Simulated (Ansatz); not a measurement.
Nb, 1 atom in the cell. The structure is cubic, space group Pm-3m (No. 221). Conventional cell: a = 2.720 Å, b = 2.720 Å, c = 2.720 Å, α = 90.00°, β = 90.00°, γ = 90.00°. Around Nb (site symmetry m-3m) lie 6 Nb at 2.72 Å. The cell was built by a generator and needn't be a form met in nature.

| Quantity | Value |
| --- | --- |
| Program | Ansatz 0.2.0 |
| Task | single point |
| Functional | PBEsol0 |
| Potentials or basis | Ansatz PAW |
| Cutoff | 420 eV (not typed: the program's choice for these potentials) |
| k mesh | 5 × 5 × 5 |
| Occupations | fermi-dirac, width 0.05 eV |
| Spin | no spin polarisation |

Hardware: 1 × NVIDIA H100 80GB HBM3 with 2 threads of AMD EPYC 7R13 Processor (Zen 3), on a shared host.

Problem. How long does it take, and how much memory?

Solution. Run time: 5.2 s on 1 × NVIDIA H100 80GB HBM3 with 2 threads of AMD EPYC 7R13 Processor (Zen 3), with other jobs on the host, peak memory 1.5 GiB. Counts: scf iterations 28, plane waves 389, k points 10, bands 11.
